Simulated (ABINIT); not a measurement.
The system is Ga.

```
Ga
1.0
     2.71648    0.00000    0.00000
     0.00000    2.71648    0.00000
     0.00000    0.00000    2.71648
Ga
1
Cartesian
  0.0000 0.0000 0.0000
```

The cell was built by a generator and needn't be a form met in nature.

Base run:

| Property | Result |
| --- | --- |
| Program | ABINIT 10.8.3 (patched build) |
| Functional | LDA |
| Potentials or basis | JTH PAW PBE v2.0 |
| Cutoff | 544 eV |
| k mesh | 10 × 10 × 10 |
| Occupations | fermi-dirac, width 0.05 eV |
| Spin | no spin polarisation |

Its results: band gap on the k mesh none (metal or under the smearing width); pressure -4.6 GPa.

Question: The run is repeated on the same cell with these changes: functional from LDA to PBE. What comes out?

Answer: Band gap on the k mesh none (metal or under the smearing width); pressure 0.2 GPa.

PBE binds less tightly than LDA, so the same cell stands under more pressure.

Caveats: the PAW data sets were made with another functional, which shifts forces and pressure a little (some runs).
